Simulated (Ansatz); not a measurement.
# Kick test of a cell of Ag

The cell was relaxed from a distorted copy of a database structure.

All numbers below come from DFT PBE, scalar-relativistic, plane waves, PAW in Ansatz 0.2.0. Plane waves to 420 eV, a k mesh through Γ of 26×26×26 on the computed 1-atom cell and Gaussian smearing (0.10 eV); no spin polarisation.

The cell below (1 atom, space group Fm-3m (No. 225)) is relaxed within its symmetry.

```cif
data_structure
_symmetry_space_group_name_H-M 'P 1'
_symmetry_Int_Tables_number 1
_cell_length_a 2.9326
_cell_length_b 2.9326
_cell_length_c 2.9326
_cell_angle_alpha 120.012
_cell_angle_beta 120.012
_cell_angle_gamma 89.980
_cell_volume 17.83
loop_
_atom_site_label
_atom_site_type_symbol
_atom_site_fract_x
_atom_site_fract_y
_atom_site_fract_z
_atom_site_occupancy
Ag1 Ag 0.00000 0.00000 0.00000 1
```

For the test a repeat of it with 4 atoms (edges 2.93, 5.08, 5.08 Å) was strained at random (σ = 1.5 % a component), the atoms were moved at random (σ = 0.15 Å), and all was relaxed again on a coarse 8×4×4 mesh (in the run’s order of axes) with 0.20 eV smearing, with no symmetry imposed.

Question: Does it come back?

Answer: It returns, within 1 meV/atom of the unmoved cell on that mesh and with the same symmetry when read at 0.1 Å (Immm at 0.01 Å, so small strains and shifts remain). So it is stable against the distortions that fit this cell and that this random move excites. Modes that don't fit the cell aren't tested.
